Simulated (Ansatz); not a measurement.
Crystal: InP.

```
CELL_PARAMETERS angstrom
0.00000 2.93050 2.93050
2.93050 0.00000 2.93050
2.93050 2.93050 0.00000
ATOMIC_POSITIONS crystal
In 0.00000 0.00000 0.00000
P 0.75000 0.75000 0.75000
```

Base run:

* Program: Ansatz 0.2.0
* Functional: PBE0
* Potentials or basis: Ansatz PAW
* Cutoff: 420 eV (not typed: the program's choice for these potentials)
* k mesh: 5 × 5 × 5
* Occupations: fermi-dirac, width 0.05 eV
* Spin: no spin polarisation

Its results: band gap on the k mesh 2.15 eV, direct; pressure 1.3 GPa.

Q: The run is repeated on the same cell with these changes: k mesh from 5 × 5 × 5 to 4 × 4 × 4. What comes out?

A: Band gap on the k mesh 2.20 eV, direct; pressure 1.5 GPa.

Caveats: some runs use coarse meshes; spin-orbit coupling is left out, which moves the levels of the heavy elements; the PAW data sets come from PBE, with cores solved anew for the run's functional, which leaves a small shift of forces and pressure; the thresholds are loose for stress.
